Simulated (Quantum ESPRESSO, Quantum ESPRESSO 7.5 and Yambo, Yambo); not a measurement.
# CaO (Lime): G0W0 on several meshes in Yambo

How does the mesh move the gap of CaO (Lime)?

Calculated with Quantum ESPRESSO 7.5 and Yambo 5.3.0; PBE and many-body steps on it, plane waves.

Report form: the programs' logs are mostly left out.

**1. The starting structure**

It takes space group Fm-3m (No. 225, cubic). Conventional cell: a = 4.813 Å, b = 4.813 Å, c = 4.813 Å, α = 90.00°, β = 90.00°, γ = 90.00°. Nearest to Ca lie 6 O at 2.41 Å. Nearest to O lie 6 Ca at 2.41 Å. Farther neighbours and most contacts between anions are not listed.

The cell and positions come from the Crystallography Open Database and are kept as given unless a step says otherwise.

**2. Empty states on the mesh, 6×6×6 mesh, 336 bands**

This step: Quantum ESPRESSO 7.5; DFT, PBE, plane waves, norm-conserving pseudopotentials.

The sums over transitions need many empty states on a uniform mesh; this step solves for them.

Contents of pw.in:

```
&control
  calculation = 'nscf'
  prefix = 'x'
  outdir = 'o'
  pseudo_dir = 'pseudo'
/
&system
  ibrav = 0
  nat = 2
  ntyp = 2
  ecutwfc = 72.0
  nbnd = 336
  force_symmorphic = .true.
/
&electrons
  conv_thr = 1e-9
  electron_maxstep = 80
  diago_full_acc = .true.
  diago_thr_init = 5e-6
/
ATOMIC_SPECIES
  Ca 40.078 Ca.upf
  O 15.999 O.upf
CELL_PARAMETERS angstrom
  -0.0000000000 2.4065000000 2.4065000000
  2.4065000000 -0.0000000000 2.4065000000
  2.4065000000 2.4065000000 -0.0000000000
ATOMIC_POSITIONS crystal
  Ca 0.0000000000 0.0000000000 0.0000000000
  O 0.5000000000 0.5000000000 0.5000000000
K_POINTS automatic
  6 6 6 0 0 0
```

Launch:

```
$ OMP_NUM_THREADS=1 mpirun -n 4 pw.x -nk 4 -in pw.in > pw.out
```

The job ended after 37 s (4 MPI ranks of Arm Neoverse V2, shared host; peak memory 0.46 GiB).

Numbers from this step:

```
gap                                                           : 3.662 eV
k of the valence top                                          : 0, 0, 0
k of the conduction bottom                                    : 0, -0.5, -0.5
least direct gap                                              : 4.037 eV
k points computed                                             : 16
lowest point of the top converged band, above the valence top : 284.5428 eV
```

On this mesh the gap is 3.662 eV.

The density comes from a self-consistent run that is not shown.

**3. Conversion and set-up**

This step: Yambo 5.3.0; conversion and set-up on PBE, plane waves, norm-conserving pseudopotentials.

The states are converted to the many-body program's format and the q mesh is built.

Launch:

```
$ (cd o/x.save; p2y > p2y.log; mv SAVE ../..); yambo > setup.log
```

The job ended after 2 s (1 MPI rank; peak memory 0.24 GiB).

**4. 6×6×6**

G0W0 replaces the xc potential by the self-energy, built once from these orbitals. Only a window of levels is corrected, while the sums run over the empty bands that the input names.

This step: G0W0 on PBE, plane waves, norm-conserving pseudopotentials.

Contents of gw2.in:

```
HF_and_locXC
gw0
dyson
ppa
em1d
rim_cut
RandQpts= 1000000
RandGvec= 1 RL
EXXRLvcs= 72 Ry
VXCRLvcs= 288 Ry
Chimod= "HARTREE"
% BndsRnXp
 1 | 142 |
%
NGsBlkXp= 17 Ry
% LongDrXp
 1 | 1 | 1 |
%
% GbndRnge
 1 | 142 |
%
DysSolver= "n"
ExtendOut
PPAPntXp= 27.21138 eV
% QPkrange
 1 | 1 | 7 | 10 |
 13 | 13 | 7 | 10 |
%
```

Launch:

```
$ OMP_NUM_THREADS=1 mpirun -n 4 yambo -F gw2.in -J gw2 -C gw2 > gw2.log
```

Elapsed: 4.2 min, on 4 MPI ranks; peak memory 1.6 GiB.

This step gave:

| Quantity | Value |
| --- | --- |
| G0W0 gap on the points computed | 5.811 eV |
| starting gap on the mesh | 3.662 eV |
| k of the valence top | 0, 0, 0 |
| k of the conduction bottom | 0, -0.5, -0.5 |
| least direct G0W0 gap on the computed points | 6.209 eV |
| Z at the valence top | 0.7799 |
| Z at the conduction bottom | 0.8503 |

The gap on the mesh goes from 3.66 eV to 5.81 eV, a correction of +2.15 eV.

**5. Empty states on the mesh, 4×4×4 mesh, 142 bands**

This step: Quantum ESPRESSO 7.5; DFT, PBE, plane waves, norm-conserving pseudopotentials.

Changes to pw.in since step 2:

```diff
@@ -11,3 +11,3 @@
   ecutwfc = 72.0
-  nbnd = 336
+  nbnd = 142
   force_symmorphic = .true.
@@ -31,2 +31,2 @@
 K_POINTS automatic
-  6 6 6 0 0 0
+  4 4 4 0 0 0
```

Launch:

```
$ OMP_NUM_THREADS=1 mpirun -n 4 pw.x -nk 4 -in pw.in > pw.out
```

Wall time 5.2 s (4 MPI ranks); peak memory 0.28 GiB.

This step gave:

- gap: 3.662 eV
- k of the valence top: 0, 0, 0
- k of the conduction bottom: 0, -0.5, -0.5
- least direct gap: 4.037 eV
- k points computed: 8
- lowest point of the top converged band, above the valence top: 146.8576 eV

On this mesh the gap is 3.662 eV.

**6. Conversion and set-up**

This step: Yambo 5.3.0; conversion and set-up on PBE, plane waves, norm-conserving pseudopotentials.

Launch:

```
$ (cd o/x.save; p2y > p2y.log; mv SAVE ../..); yambo > setup.log
```

Elapsed: 1.9 s, on 1 MPI rank; peak memory 0.24 GiB.

**7. 4×4×4**

This step: G0W0 on PBE, plane waves, norm-conserving pseudopotentials.

gw11.in, as its differences from gw2.in of step 4:

```diff
@@ -26,3 +26,3 @@
  1 | 1 | 7 | 10 |
- 13 | 13 | 7 | 10 |
+ 7 | 7 | 7 | 10 |
 %
```

Launch:

```
$ OMP_NUM_THREADS=1 mpirun -n 4 yambo -F gw11.in -J gw11 -C gw11 > gw11.log
```

The job ended after 54 s (4 MPI ranks; peak memory 1.3 GiB; 3.5 min of CPU time).

Numbers from this step:

- G0W0 gap on the points computed: 5.811 eV
- starting gap on the mesh: 3.662 eV
- k of the valence top: 0, 0, 0
- k of the conduction bottom: 0, -0.5, -0.5
- least direct G0W0 gap on the computed points: 6.214 eV
- Z at the valence top: 0.7815
- Z at the conduction bottom: 0.8503

Against G0W0 in Yambo (6×6×6 mesh, 142 bands, screening to 231.3 eV, Godby-Needs plasmon pole), the gap moves by −0.001 eV.

**8. Empty states on the mesh, 8×8×8 mesh, 142 bands**

This step: Quantum ESPRESSO 7.5; DFT, PBE, plane waves, norm-conserving pseudopotentials.

Changes to pw.in since step 5:

```diff
@@ -31,2 +31,2 @@
 K_POINTS automatic
-  4 4 4 0 0 0
+  8 8 8 0 0 0
```

Launch:

```
$ OMP_NUM_THREADS=1 mpirun -n 4 pw.x -nk 4 -in pw.in > pw.out
```

Run time: 17 s. Hardware: 4 MPI ranks; peak memory 0.28 GiB.

This step gave:

```yaml
gap: 3.662 eV
k_of_the_valence_top: 0, 0, 0
k_of_the_conduction_bottom: 0, -0.5, -0.5
least_direct_gap: 4.037 eV
k_points_computed: 29
lowest_point_of_the_top_converged_band_above_the_valence_top: 146.8576 eV
```

On this mesh the gap is 3.662 eV.

**9. Conversion and set-up**

This step: Yambo 5.3.0; conversion and set-up on PBE, plane waves, norm-conserving pseudopotentials.

Launch:

```
$ (cd o/x.save; p2y > p2y.log; mv SAVE ../..); yambo > setup.log
```

Elapsed: 2.2 s, on 1 MPI rank; peak memory 0.24 GiB.

**10. 8×8×8**

This step: G0W0 on PBE, plane waves, norm-conserving pseudopotentials.

gw12.in, as its differences from gw11.in of step 7:

```diff
@@ -26,3 +26,3 @@
  1 | 1 | 7 | 10 |
- 7 | 7 | 7 | 10 |
+ 21 | 21 | 7 | 10 |
 %
```

Launch:

```
$ OMP_NUM_THREADS=1 mpirun -n 4 yambo -F gw12.in -J gw12 -C gw12 > gw12.log
```

The job ended after 14 min (4 MPI ranks; peak memory 2.1 GiB; 58 min of CPU time).

This step gave:

| Quantity | Value |
| --- | --- |
| G0W0 gap on the points computed | 5.817 eV |
| starting gap on the mesh | 3.662 eV |
| k of the valence top | 0, 0, 0 |
| k of the conduction bottom | 0, -0.5, -0.5 |
| least direct G0W0 gap on the computed points | 6.212 eV |

Against G0W0 in Yambo (6×6×6 mesh, 142 bands, screening to 231.3 eV, Godby-Needs plasmon pole), the gap moves by +0.006 eV.

**11. Side by side**

Times are wall times on 4 MPI ranks of Arm Neoverse V2, shared host, good to a factor of about two.

```tsv
run	mesh	bands	screening cutoff (eV)	DFT gap (eV)	gap on the mesh (eV)	direct (eV)	time
6×6×6	6×6×6	142	231.3	3.662	5.811	6.209	4.2 min
4×4×4	4×4×4	142	231.3	3.662	5.811	6.214	54 s
8×8×8	8×8×8	142	231.3	3.662	5.817	6.212	14 min
```

**12. What came out**

```
6×6×6        : 5.811 eV
4×4×4        : 5.811 eV
8×8×8        : 5.817 eV
known limits : not at the basis limit; coarse k mesh
```

What this shows: 4×4×4: no change against 6×6×6. 8×8×8: +0.006 eV against 6×6×6. Bands and cutoff are finite, so the gap is not at the basis limit. The miss can reach some tenths of an eV and take either sign; the mesh is an error of its own. In the G0W0 runs levels were corrected at 2 k points alone, so a gap called «on the mesh» is the least over those, and an edge elsewhere would be missed.

[Paths, hosts, dates, memory and timing lines, banners, echoed tables and standing remarks are left out of the program output.]

[Logs are printed without paths, hosts, clocks, repeated set-up lines and the standing remarks that a program may print on its own settings, such as how far it seeks lower states.]

[Runs of the session that timed out or met a known fault of the program may be left out.]

[Hosts, paths, dates, database ids (printed as entryN), source tags and the programs' standing remarks are cut or masked in the printed files.]
